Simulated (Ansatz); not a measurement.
# Pressure against volume: EuO

```
CELL_PARAMETERS angstrom
0.00000 2.57195 2.57195
2.57195 0.00000 2.57195
2.57195 2.57195 0.00000
ATOMIC_POSITIONS crystal
Eu 0.00000 0.00000 0.00000
O 0.50000 0.50000 0.50000
```

The geometry is COD entry 9008633, unchecked; take it as a test cell.

Semilocal functionals without a Hubbard term describe localised f shells poorly; where the shell is localised, the real material differs.

The magnetic state is the one reached from the start moments; no search over orders was made, so it needn't be the ground state.

Spin–orbit coupling is left out, though it moves levels of the heavy atoms by tenths of an eV or more.

Levels of theory: DFT, PBE, all-electron LAPW, scalar-relativistic (Ansatz 0.2.0); DFT, PBE, PAW with Ansatz's default frozen-core files, scalar-relativistic (Ansatz 0.2.0).

For LAPW: a Γ-centred 14×14×14 k mesh, Fermi–Dirac smearing of 0.03 eV, basis error target 0.5 meV/atom, spin-polarised from start moments Eu1 7 μB. PAW takes a cutoff of 420 eV at this cell. The Ansatz runs share mesh, smearing and spin set-up. Plane-wave (PAW) pressures include the program's estimate of the Pulay term.

The cell above is scaled evenly, with fractional coordinates and shape held.

| V/V(cell) | V (Å³/atom) | P, LAPW (GPa) | P, PAW (GPa) | moment, LAPW (μB) | free energy over the lowest listed, PAW (meV/atom) |
| --- | --- | --- | --- | --- | --- |
| 0.9405 | 16.001 | 1.40 | 1.24 | 6.94 | 0.0 |
| 0.9800 | 16.673 | -2.36 | -2.50 | 6.97 | 2.9 |
| 1.0000 | 17.013 | -3.99 | -4.12 | 6.98 | 10.0 |
| 1.0200 | 17.354 | ? | ? | ? | ? |
| 1.0600 | 18.034 | -7.86 | -7.99 | 7.00 | 49.2 |

Q: Fill in the row V/V(cell) = 1.0200.

A: P, LAPW (GPa) = -5.42, P, PAW (GPa) = -5.56, moment, LAPW (μB) = 6.99, free energy over the lowest listed, PAW (meV/atom) = 20.3.

Q: What do Birch–Murnaghan fits to the pressures give?

A: LAPW: V0 = 16.23 Å³/atom, B0 = 94 GPa, B0′ = 4.4; PAW: V0 = 16.21 Å³/atom, B0 = 94 GPa, B0′ = 4.3.

PAW's V0 lies -0.16 % from the all-electron value and its B0 0.2 %. Symmetry fixes shape and coordinates here, so this is the relaxed modulus.
